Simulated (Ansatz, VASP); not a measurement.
# B: VASP beside Ansatz

The input INCAR:

```
SYSTEM = B
  PREC = Accurate
  ENCUT = 520
  EDIFF = 1E-6
  ISMEAR = 0
  SIGMA = 0.15
  LREAL = .False.
  LASPH = .True.
  NELM = 100
  ALGO = Normal
  ISIF = 2
  LWAVE = .False.
  LCHARG = .False.
  GGA = CA
  NBANDS = 8
```

KPOINTS

```
Automatic mesh
0
Gamma
  36 36 14
  0 0 0
```

File POSCAR:

```
B
1.0
    1.6491972967      0.0000000000      0.0000000000
   -0.8245986483      1.4282467548      0.0000000000
    0.0000000000      0.0000000000      3.8739147206
B
1
Direct
    0.0000000000      0.0000000000      0.0000000000
```

Input for Ansatz:

```yaml
crystal:
  lattice:
    - [1.6491972967, 0.0, 0.0]
    - [-0.8245986483, 1.4282467548, 0.0]
    - [0.0, 0.0, 3.8739147206]
  atoms:
    - { symbol: B, position: [0.0, 0.0, 0.0] }
basis:
  ecutwfc: 420
kpoints:
  mp_grid: { grid: [36, 36, 14] }
hamiltonian:
  xc: lda
scf:
  occupations: { method: gaussian, width: 0.15 }
output:
  forces: true
  stress: true
  eigenvalues: true
```

Alike in both runs: task single point; functional LDA; k mesh 36 × 36 × 14; occupations gaussian, width 0.15 eV; no spin polarisation.

|  | VASP | Ansatz |
| --- | --- | --- |
| version | VASP 6.6.1 | Ansatz 0.2.0 |
| potentials or method | VASP PAW LDA potentials, release 64 (B) | scalar-relativistic, plane waves, PAW |
| plane-wave cutoff (eV) | 520 | 420 |
| valence electrons in the cell | 3 | 3 |

```csv
,VASP,Ansatz,Ansatz less VASP
gap on the k mesh at the Fermi level (eV),none,none,-
pressure (GPa),16.0,15.9,-0.10
largest component of the traceless stress (GPa),18.17,17.93,-0.239
```

A gap of «none» marks a metal or a gap that the smearing closes.

Caveats: so large a pressure means that the cell lies far from this level's equilibrium, or that cutoff or potentials fall short (VASP).
